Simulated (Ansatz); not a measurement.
**Straining CoSn2**

Level of theory: DFT PBEsol, scalar-relativistic, plane waves, PAW in Ansatz. (420 eV cutoff, 6×6×8 k-mesh, Gaussian smearing of 0.10 eV, no spin polarisation)

Starting point, cell and atoms relaxed:

```xyz
12
Lattice="6.2796 0.0000 0.0000 0.0000 6.2796 0.0000 0.0000 0.0000 5.3975" Properties=species:S:1:pos:R:3 pbc="T T T"
Co    0.0000    0.0000    1.3494
Co    0.0000    0.0000    4.0481
Co    3.1398    3.1398    4.0481
Co    3.1398    3.1398    1.3494
Sn    1.0445    4.1843    0.0000
Sn    2.0953    1.0445    0.0000
Sn    2.0953    5.2351    2.6988
Sn    1.0445    2.0953    2.6988
Sn    4.1843    1.0445    2.6988
Sn    5.2351    4.1843    2.6988
Sn    5.2351    2.0953    0.0000
Sn    4.1843    5.2351    0.0000
```

Deformation: uniaxial strain along c, with the lengths of a and b and the atoms relaxed and the angles held, all within the symmetry that the strain leaves. Energies are extrapolated to zero smearing. On this cell's mesh the reference holds a stress of up to 0.17 GPa.

```
strain (%)  ΔE (meV/atom) a (Å) b (Å) c (Å)
      -4.0           19.0  6.339  6.339  5.182
      -2.0            4.6  6.307  6.307  5.290
      +0.0            0.0  6.280  6.280  5.398
      +2.0            3.5  6.250  6.250  5.505
      +4.0           13.8  6.222  6.222  5.613
```

(1) What stiffness (1/V) d²E/dε² at zero strain does a cubic fit over all points give?

(2) How does the free axis a answer a small strain?

Answers

(1) A cubic fit gives (1/V) d²E/dε² = 186 GPa at zero strain (Young's modulus along this axis, angles held).

(2) Between the innermost points its strain is -0.23 times the applied one.